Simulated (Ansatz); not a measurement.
Tl: energy along a strain

Tl, Fm-3m, a = 4.933 Å (as given, not relaxed at this level: -3.5 GPa). This isn't the element's structure at ambient conditions. Ansatz: LDA, PAW, 420 eV, Γ-centred 16×16×16 mesh on 1 atom, Gaussian smearing 0.15 eV; no spin polarisation. Cell vectors (Å): 0.000 2.466 2.466; 2.466 0.000 2.466; 2.466 2.466 0.000. The cell is strained by x per cent times the pattern (0 1 0 0 0 0) in the order xx yy zz yz xz xy (engineering shears), with fractional coordinates held. y is the free energy over the start, V0 = 30.005 Å³/atom.

```
x (%) y (meV/atom)
-4.00        -21.49
-3.00        -17.16
-2.00        -12.06
-1.00             ?
 0.00          0.00
 1.00          6.65
 2.00         13.56
 3.00         20.69
 3.50         24.34
 4.00         28.07
```

**Question.** Fit y = c1 x + c2 x² + c3 x³ to the other rows, get the stiffness along the pattern, and predict the missing energy.

**Answer.** Least squares on the rows shown. y = 6.4650 x + 0.20208 x² − 0.017065 x³. The clamped-ion stiffness p·C·p = 2 × 2.021 eV × 160.2 / 30.005 Å³ = 22 GPa, which is C22 in these axes (C11 of the cubic crystal) (second derivative at the start, which stands under stress). With a term in x⁴ added, the coefficient of x² becomes 0.1827, 10 % less, which shows how far this figure hangs on the form. At x = -1.00 the fit asked for gives -6.25 meV/atom. The run gave -6.29 meV/atom, so the fit is 0.04 meV/atom too high, within the rms miss on the fitted rows (0.05 meV/atom).

Spin–orbit coupling is left out, which can shift energies with elements as heavy as these.